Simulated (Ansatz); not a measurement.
# BP (zincblende type): the cost of one run

Program: Ansatz 0.2.0. Level of theory: DFT PBEsol, with the methods named in each step. These are calculated values, not measurements.

## 1. Starting point

It takes space group F-43m (No. 216, cubic). The conventional cell has a = 4.452 Å, b = 4.452 Å, c = 4.452 Å, α = 90.00°, β = 90.00°, γ = 90.00°. B (site symmetry -43m) is surrounded by 4 P at 1.93 Å. Around P (site symmetry -43m) lie 4 B at 1.93 Å.

As a file:

```cif
data_structure
_symmetry_space_group_name_H-M 'F-43m'
_symmetry_Int_Tables_number 216
_cell_length_a 4.4521
_cell_length_b 4.4521
_cell_length_c 4.4521
_cell_angle_alpha 90.000
_cell_angle_beta 90.000
_cell_angle_gamma 90.000
_cell_volume 88.25
loop_
_atom_site_label
_atom_site_type_symbol
_atom_site_symmetry_multiplicity
_atom_site_Wyckoff_symbol
_atom_site_fract_x
_atom_site_fract_y
_atom_site_fract_z
_atom_site_occupancy
B1 B 4 a 0.00000 0.00000 0.00000 1
P1 P 4 d 0.25000 0.25000 0.75000 1
```

The file gives the conventional cell by its symmetry; the runs use the cell typed in the input.

Whether this phase is the stable one at these pressures isn't tested.

Atoms are numbered in the order of the input: B1, P2.

## 2. Cell relaxed at zero pressure, PAW

input.yaml reads:

```yaml
crystal:
  lattice:
    - [0.0, 2.2260631449, 2.2260631449]
    - [2.2260631449, 0.0, 2.2260631449]
    - [2.2260631449, 2.2260631449, 0.0]
  atoms:
    - { symbol: B, position: [0.0, 0.0, 0.0] }
    - { symbol: P, position: [0.25, 0.25, 0.25] }
kpoints:
  mp_grid: { grid: [15, 15, 15] }
scf:
  occupations: { method: fermi_dirac, width: 0.05 }
hamiltonian:
  xc: pbesol
  pseudopotentials: { kind: paw }
output:
  forces: true
  stress: true
relax:
  f_tol: 0.005
  max_steps: 40
  cell: {}
```

Command:

```sh
ansatz run input.yaml --threads 1 --pin off --max-ram 2048MiB --backend cpu --events-out ev --progress --plain --runs-dir out
```

Q: Estimate wall time and peak memory on 1 thread of Arm Neoverse V1, shared host.

About 16 s, with a peak of 0.31 GiB.
